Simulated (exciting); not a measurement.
# Hf (Fm-3m) in exciting: reference runs

How does Hf come out in PBE? The cell is run as given and disturbed.

All numbers are computed with exciting (release sodium); they aren't measurements. Logs are shortened: lines on timing, memory, paths and dates and some standing lists are left out, and cuts for length are marked.

## 1. Starting point

The structure is cubic, space group Fm-3m (No. 225). Conventional cell: a = 4.440 Å, b = 4.440 Å, c = 4.440 Å, α = 90.00°, β = 90.00°, γ = 90.00°. Hf (site symmetry m-3m) has 12 Hf at 3.14 Å as nearest neighbours.

This isn't the form of Hf at room conditions, which is hcp.

## 2. Single point, PBE

Contents of input.xml:

```xml
<input>
  <title>Hf</title>
  <structure speciespath="./" tshift="false">
    <crystal scale="1">
      <basevect>0.000000000000 4.195191996669 4.195191996669</basevect>
      <basevect>4.195191996669 0.000000000000 4.195191996669</basevect>
      <basevect>4.195191996669 4.195191996669 0.000000000000</basevect>
    </crystal>
    <species speciesfile="Hf.xml" rmt="2.3">
      <atom coord="0.000000000000 0.000000000000 0.000000000000"/>
    </species>
  </structure>
  <groundstate do="fromscratch" ngridk="10 10 10" rgkmax="9" gmaxvr="14" lmaxapw="10" lmaxmat="10" lmaxvr="8" xctype="GGA_PBE" stype="Fermi Dirac" swidth="0.00183747" nempty="12" ValenceRelativity="iora*" epsengy="1e-05" epspot="1e-05" maxscl="60" tforce="true" outputlevel="normal"/>
  <properties>
    <chargedensityplot>
      <plot3d>
        <box grid="16 16 16">
          <origin coord="0 0 0"/>
          <point coord="1 0 0"/>
          <point coord="0 1 0"/>
          <point coord="0 0 1"/>
        </box>
      </plot3d>
    </chargedensityplot>
    <elfplot>
      <plot3d>
        <box grid="16 16 16">
          <origin coord="0 0 0"/>
          <point coord="1 0 0"/>
          <point coord="0 1 0"/>
          <point coord="0 0 1"/>
        </box>
      </plot3d>
    </elfplot>
    <exccplot>
      <plot3d>
        <box grid="16 16 16">
          <origin coord="0 0 0"/>
          <point coord="1 0 0"/>
          <point coord="0 1 0"/>
          <point coord="0 0 1"/>
        </box>
      </plot3d>
    </exccplot>
  </properties>
</input>
```

Potentials or basis: all-electron LAPW+lo, shipped species files, valence relativity iora*.

The run is started by

```bash
$ OMP_NUM_THREADS=1 exciting_smp
```

INFO.OUT:

```text
================================================================================
EXCITING SODIUM started
[... 10 lines left out ...]

 Lattice vectors (cartesian) :
      0.0000000000      4.1951919967      4.1951919967
      4.1951919967      0.0000000000      4.1951919967
      4.1951919967      4.1951919967      0.0000000000

 Reciprocal lattice vectors (cartesian) :
     -0.7488555127      0.7488555127      0.7488555127
      0.7488555127     -0.7488555127      0.7488555127
      0.7488555127      0.7488555127     -0.7488555127

 Unit cell volume                           :     147.6677032509
 Brillouin zone volume                      :       1.6797864935

 Species :    1 (Hf)
     parameters loaded from                 :    Hf.xml
     name                                   :    hafnium
     nuclear charge                         :     -72.00000000
     electronic charge                      :      72.00000000
     atomic mass                            :  325367.36570000
     muffin-tin radius                      :       2.30000000
     # of radial points in muffin-tin       :     450

     atomic positions (lattice) :
       1 :   0.00000000  0.00000000  0.00000000

 Total number of atoms per unit cell        :       1

 Spin treatment                             :    spin-unpolarised

 Number of Bravais lattice symmetries       :      48
 Number of crystal symmetries               :      48

 k-point grid                               :      10   10   10
 Total number of k-points                   :      47
 k-point set is reduced with crystal symmetries

 R^MT_min * |G+k|_max (rgkmax)              :       9.00000000
 Species with R^MT_min                      :       1 (Hf)
 Maximum |G+k| for APW functions            :       3.91304348
 Maximum |G| for potential and density      :      14.00000000

 G-vector grid sizes                        :      27    27    27
 Total number of G-vectors                  :    6855

 Maximum angular momentum used for
     APW functions                          :      10
     computing H and O matrix elements      :      10
     potential and density                  :       8
     inner part of muffin-tin               :       2

 Total nuclear charge                       :     -72.00000000
 Total electronic charge                    :      72.00000000
 Total core charge                          :      46.00000000
 Total valence charge                       :      26.00000000

 Number of empty states                     :      12
 Total number of valence states             :      26

 Maximum Hamiltonian size                   :     196
 Maximum number of plane-waves              :     169
 Total number of local-orbitals             :      27

 Exchange-correlation type                  :      20
[... 23 lines left out ...]
+ SCF iteration number :    1                                                  +
++++++++++++++++++++++++++++++++++++++++++++++++++++++++++++++++++++++++++++++++
 Total energy                               :    -15087.80754774
 _______________________________________________________________
 Fermi energy                               :         0.40345624
 Kinetic energy                             :     16895.64623852
 Coulomb energy                             :    -31673.72020143
 Exchange energy                            :      -305.39886495
 Correlation energy                         :        -4.33471988

 DOS at Fermi energy (states/Ha/cell)       :        39.90651722

 Electron charges :
     core                                   :        46.00000000
     core leakage                           :         0.00001598
     valence                                :        26.00000000
     interstitial                           :         2.90261056
     charge in muffin-tin spheres :
                  atom     1    Hf          :        69.09738944
     total charge in muffin-tins            :        69.09738944
     total charge                           :        72.00000000

++++++++++++++++++++++++++++++++++++++++++++++++++++++++++++++++++++++++++++++++
+ SCF iteration number :    2                                                  +
++++++++++++++++++++++++++++++++++++++++++++++++++++++++++++++++++++++++++++++++
 Total energy                               :    -15095.46398597
 _______________________________________________________________
 Fermi energy                               :         0.40153114
 Kinetic energy                             :     16891.24765780
 Coulomb energy                             :    -31676.82487784
 Exchange energy                            :      -305.55076266
 Correlation energy                         :        -4.33600327

 DOS at Fermi energy (states/Ha/cell)       :        37.81242326

 Electron charges :
     core                                   :        46.00000000
     core leakage                           :         0.00001558
     valence                                :        26.00000000
     interstitial                           :         2.86560534
     charge in muffin-tin spheres :
                  atom     1    Hf          :        69.13439466
     total charge in muffin-tins            :        69.13439466
     total charge                           :        72.00000000

 RMS change in effective potential (target) :  0.340751E-01  ( 0.100000E-04)
 Absolute change in total energy   (target) :   7.65644      ( 0.100000E-04)
 Charge distance                   (target) :  0.152391E-02  ( 0.100000E-04)
 Abs. change in max-nonIBS-force   (target) :   0.00000      ( 0.500000E-04)

++++++++++++++++++++++++++++++++++++++++++++++++++++++++++++++++++++++++++++++++
+ SCF iteration number :    3                                                  +
++++++++++++++++++++++++++++++++++++++++++++++++++++++++++++++++++++++++++++++++
 Total energy                               :    -15097.26706892
 _______________________________________________________________
 Fermi energy                               :         0.40080981
 Kinetic energy                             :     16889.87046745
 Coulomb energy                             :    -31677.21891026
 Exchange energy                            :      -305.58235706
 Correlation energy                         :        -4.33626905

 DOS at Fermi energy (states/Ha/cell)       :        36.05044412

 Electron charges :
     core                                   :        46.00000000
     core leakage                           :         0.00001548
     valence                                :        26.00000000
     interstitial                           :         2.84735278
     charge in muffin-tin spheres :
                  atom     1    Hf          :        69.15264722
     total charge in muffin-tins            :        69.15264722
     total charge                           :        72.00000000
[... 213 lines left out ...]
 DOS at Fermi energy (states/Ha/cell)       :        33.65177577

 Electron charges :
     core                                   :        46.00000000
     core leakage                           :         0.00001542
     valence                                :        26.00000000
     interstitial                           :         2.82568712
     charge in muffin-tin spheres :
                  atom     1    Hf          :        69.17431288
     total charge in muffin-tins            :        69.17431288
     total charge                           :        72.00000000

 RMS change in effective potential (target) :  0.894110E-08  ( 0.100000E-04)
 Absolute change in total energy   (target) :  0.535685E-05  ( 0.100000E-04)
 Charge distance                   (target) :  0.144326E-08  ( 0.100000E-04)
 Abs. change in max-nonIBS-force   (target) :   0.00000      ( 0.500000E-04)

++++++++++++++++++++++++++++++++++++++++++++++++++++++++++++++++++++++++++++++++
+ SCF iteration number :   12                                                  +
++++++++++++++++++++++++++++++++++++++++++++++++++++++++++++++++++++++++++++++++
 Total energy                               :    -15097.83124643
 _______________________________________________________________
 Fermi energy                               :         0.40027438
 Kinetic energy                             :     16888.87471082
 Coulomb energy                             :    -31676.78353587
 Exchange energy                            :      -305.58610974
 Correlation energy                         :        -4.33631165

 DOS at Fermi energy (states/Ha/cell)       :        33.65177418

 Electron charges :
     core                                   :        46.00000000
     core leakage                           :         0.00001542
     valence                                :        26.00000000
     interstitial                           :         2.82568712
     charge in muffin-tin spheres :
                  atom     1    Hf          :        69.17431288
     total charge in muffin-tins            :        69.17431288
     total charge                           :        72.00000000

 RMS change in effective potential (target) :  0.527117E-08  ( 0.100000E-04)
 Absolute change in total energy   (target) :  0.705742E-06  ( 0.100000E-04)
 Charge distance                   (target) :  0.284297E-09  ( 0.100000E-04)
 Abs. change in max-nonIBS-force   (target) :   0.00000      ( 0.500000E-04)

++++++++++++++++++++++++++++++++++++++++++++++++++++++++++++++++++++++++++++++++
| Convergency criteria checked for the last 2 iterations                       +
| Convergence targets achieved. Performing final SCF iteration                 +
++++++++++++++++++++++++++++++++++++++++++++++++++++++++++++++++++++++++++++++++
 Total energy                               :    -15097.83124709
 _______________________________________________________________
 Fermi energy                               :         0.40027438
 Kinetic energy                             :     16888.87471053
 Coulomb energy                             :    -31676.78353622
 Exchange energy                            :      -305.58610975
 Correlation energy                         :        -4.33631165

 DOS at Fermi energy (states/Ha/cell)       :        33.65177335

 Electron charges :
     core                                   :        46.00000000
     core leakage                           :         0.00001542
     valence                                :        26.00000000
     interstitial                           :         2.82568711
     charge in muffin-tin spheres :
                  atom     1    Hf          :        69.17431289
     total charge in muffin-tins            :        69.17431289
     total charge                           :        72.00000000

++++++++++++++++++++++++++++++++++++++++++++++++++++++++++++++++++++++++++++++++
+ Self-consistent loop stopped                                                 +
++++++++++++++++++++++++++++++++++++++++++++++++++++++++++++++++++++++++++++++++
 STATE.OUT is written

--------------------------------------------------------------------------------
- Writing atomic positions and forces                                          -
--------------------------------------------------------------------------------

 Atomic positions (lattice) :
 atom     1  Hf  :     0.00000000    0.00000000    0.00000000

 Total atomic forces including IBS (cartesian) :
 atom     1  Hf  :     0.00000000    0.00000000    0.00000000

 Atomic force components including IBS (cartesian) :
 atom     1  Hf  :     0.00000000    0.00000000    0.00000000   HF force
                 :     0.00000000    0.00000000    0.00000000   core correction
                 :     0.00000000    0.00000000    0.00000000   IBS correction

********************************************************************************
[... 7 lines left out ...]
| EXCITING SODIUM stopped                                                      =
================================================================================
```

Run time: 41 s. Hardware: 1 thread of Arm Neoverse V2, shared host; peak memory 0.1 GiB.

Results:

* Free energy: -410832.9284 eV
* Band gap on the k mesh: none (metal or under the smearing width)
* All electrons inside the program's atomic spheres: Hf 69.17 (radii Hf 2.3 bohr)

Levels at points of the mesh, in eV from the Fermi level:
```tsv
k point	band 10	band 11	band 12	band 13	band 14	band 15	band 16	band 17
(0.00, 0.00, 0.00)	-11.55	-11.55	-7.29	1.39	1.39	1.39	4.26	4.26
(0.50, 0.00, 0.00)	-11.58	-11.55	-3.72	0.65	1.16	1.16	6.45	6.45
(0.50, 0.50, 0.00)	-11.59	-11.57	-3.37	-2.23	2.64	6.46	7.10	7.10
```

Caveat: the log's total energy holds no entropy term; the free energy is that total less TS from the occupations.

## 3. Single point, PBE (cell strained at random at fixed volume)

Contents of input.xml:

```xml
<input>
  <title>Hf</title>
  <structure speciespath="./" tshift="false">
    <crystal scale="1">
      <basevect>-0.082152063816 4.171526956411 4.182636656297</basevect>
      <basevect>4.087027852748 -0.080644062368 4.181128654850</basevect>
      <basevect>4.104500260496 4.187491362711 -0.098116470117</basevect>
    </crystal>
    <species speciesfile="Hf.xml" rmt="2.3">
      <atom coord="0.001931000000 -0.011219000000 -0.003422000000"/>
    </species>
  </structure>
  <groundstate do="fromscratch" ngridk="10 10 10" rgkmax="9" gmaxvr="14" lmaxapw="10" lmaxmat="10" lmaxvr="8" xctype="GGA_PBE" stype="Fermi Dirac" swidth="0.00183747" nempty="12" ValenceRelativity="iora*" epsengy="1e-05" epspot="1e-05" maxscl="60" tforce="true" outputlevel="normal"/>
</input>
```

Potentials or basis: all-electron LAPW+lo, shipped species files, valence relativity iora*.

The run is started by

```bash
$ OMP_NUM_THREADS=1 exciting_smp
```

Wall time 5.2 min (1 thread of Arm Neoverse V2, shared host); peak memory 0.11 GiB.

Results (log left out):

```yaml
Free_energy: -410832.9207 eV
Band_gap_on_the_k_mesh: none (metal or under the smearing width)
All_electrons_inside_the_program's_atomic_spheres: Hf 69.17 (radii Hf 2.3 bohr)
```

Levels at points of the mesh, in eV from the Fermi level:
| k point | band 10 | band 11 | band 12 | band 13 | band 14 | band 15 | band 16 | band 17 |
| --- | --- | --- | --- | --- | --- | --- | --- | --- |
| (0.00, 0.00, 0.00) | -11.55 | -11.55 | -7.29 | 1.11 | 1.30 | 1.76 | 4.10 | 4.45 |
| (0.50, 0.00, 0.00) | -11.57 | -11.55 | -3.73 | 0.59 | 0.79 | 1.60 | 6.31 | 6.53 |
| (0.00, 0.50, 0.00) | -11.58 | -11.55 | -3.73 | 0.60 | 0.97 | 1.42 | 6.16 | 6.63 |
| (0.50, 0.50, 0.00) | -11.59 | -11.57 | -3.38 | -2.20 | 2.51 | 6.41 | 6.98 | 7.23 |
| (0.00, 0.00, 0.50) | -11.58 | -11.55 | -3.75 | 0.53 | 1.02 | 1.42 | 6.17 | 6.58 |
| (0.50, 0.00, 0.50) | -11.59 | -11.57 | -3.37 | -2.21 | 2.55 | 6.41 | 6.98 | 7.24 |
| (0.00, 0.50, 0.50) | -11.58 | -11.56 | -3.33 | -2.26 | 2.88 | 6.41 | 7.07 | 7.15 |
| (0.50, 0.50, 0.50) | -11.57 | -11.55 | -3.63 | 0.89 | 0.92 | 1.21 | 6.48 | 6.63 |

Caveat: the log's total energy holds no entropy term; the free energy is that total less TS from the occupations.
